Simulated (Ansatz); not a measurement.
# MgS: the cost of one run

Program: Ansatz 0.2.0. Level of theory: DFT PBE, scalar-relativistic. These are calculated values, not measurements.

## Step 1: The system as given

The structure is cubic, space group Fm-3m (No. 225). The conventional cell has a = 5.203 Å, b = 5.203 Å, c = 5.203 Å, α = 90.00°, β = 90.00°, γ = 90.00°. Mg (site symmetry m-3m) is surrounded by 6 S at 2.60 Å. S (site symmetry m-3m) is surrounded by 6 Mg at 2.60 Å.

As a file:

```
CELL_PARAMETERS angstrom
0.00000 2.60165 2.60165
2.60165 0.00000 2.60165
2.60165 2.60165 0.00000
ATOMIC_POSITIONS crystal
Mg 0.00000 0.00000 0.00000
S 0.50000 0.50000 0.50000
```

Atoms are numbered in the order of the input: Mg1, S2.

## Step 2: The deformed structure

Space group Fm-3m before, I4/mmm after.

## Step 3: Full-potential LAPW

input.yaml reads:

```yaml
crystal:
  lattice:
    - [0.0, 2.60165, 2.6276665]
    - [2.60165, 0.0, 2.6276665]
    - [2.60165, 2.60165, 0.0]
  atoms:
    - { symbol: Mg, position: [0.0, 0.0, 0.0] }
    - { symbol: S, position: [0.5, 0.5, 0.5] }
kpoints:
  mp_grid: { grid: [8, 8, 8] }
  band_path:
    path:
      - [0.0, 0.0, 0.0]
      - [0.0, 0.5, 0.5]
      - [0.25, 0.75, 0.5]
      - [0.0, 0.5, 0.0]
      - [0.0, 0.0, 0.0]
      - [0.5, 0.5, 0.0]
      - [0.3725370062, 0.6274629938, 0.0]
      - [-0.3725370062, 0.3725370062, 0.0]
      - [0.0, 0.0, 0.0]
    npoints: 5
scf:
  occupations: { method: fermi_dirac, width: 0.01 }
hamiltonian:
  xc: pbe
  pseudopotentials: { kind: all_electron, lapw: { basis_error: 0.00025 } }
output:
  forces: true
  stress: true
  eigenvalues: true
```

The run is started by

```
$ ansatz run input.yaml --threads 1 --pin off --max-ram 3072MiB --backend cpu --events-out ev --progress --plain --runs-dir out
```

What time and memory should one allow on 1 thread of Arm Neoverse V1, shared host?

About 12 s, with a peak of 0.29 GiB.
